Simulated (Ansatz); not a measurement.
# Sn: the cost of one run

Computed with Ansatz 0.2.0 (DFT PBE, scalar-relativistic, plane waves, PAW, unless a step's input says otherwise).

2 further runs of the same task are left out: 2 set aside as unsound or not needed.

## (1) The structure to begin with

Symmetry: Fd-3m, No. 227, cubic system. Conventional cell: a = 6.655 Å, b = 6.655 Å, c = 6.655 Å, α = 90.00°, β = 90.00°, γ = 90.00°. Sn (site symmetry -43m) has 4 Sn at 2.88 Å as nearest neighbours.

As a file:

```
Sn
1.0
     0.00000    3.32732    3.32732
     3.32732    0.00000    3.32732
     3.32732    3.32732    0.00000
Sn
2
Direct
  0.00000 0.00000 0.00000
  0.25000 0.25000 0.25000
```

It is the result of an earlier relaxation at this level (volume 36.84 Å³/atom; gap on the mesh: none (metal)).

## (2) The bulk in the plane's own cell

The same crystal, re-cut so that c stands normal to the (111) plane; its mesh matches that of the cells to come, so errors of the mesh cancel.

input.yaml reads:

```yaml
crystal:
  lattice:
    - [4.7055477934, 0.0, 0.0]
    - [-2.3527738967, 4.0751239278, 0.0]
    - [0.0, 0.0, 11.5261910541]
  atoms:
    - { symbol: Sn, position: [0.6666666667, 0.3333333333, 0.1666666667] }
    - { symbol: Sn, position: [0.3333333333, 0.6666666667, 0.0833333333] }
    - { symbol: Sn, position: [0.3333333333, 0.6666666667, 0.8333333333] }
    - { symbol: Sn, position: [0.6666666667, 0.3333333333, 0.4166666667] }
    - { symbol: Sn, position: [0.0, 1.0, 0.75] }
    - { symbol: Sn, position: [0.0, 1.0, 0.5] }
basis:
  ecutwfc: 420
kpoints:
  mp_grid: { grid: [12, 12, 4] }
hamiltonian:
  xc: pbe
scf:
  occupations: { method: gaussian, width: 0.1 }
output:
  forces: true
  stress: true
  eigenvalues: true
```

The run is started by

```sh
$ ansatz run input.yaml --threads 2 --pin off --max-ram 5120MiB --backend cpu --events-out ev --progress --plain --runs-dir out
```

What time and memory should one allow on 2 threads of Intel Xeon Gold 6455B (Sapphire Rapids), shared host?

About 14 s, with a peak of 0.86 GiB.
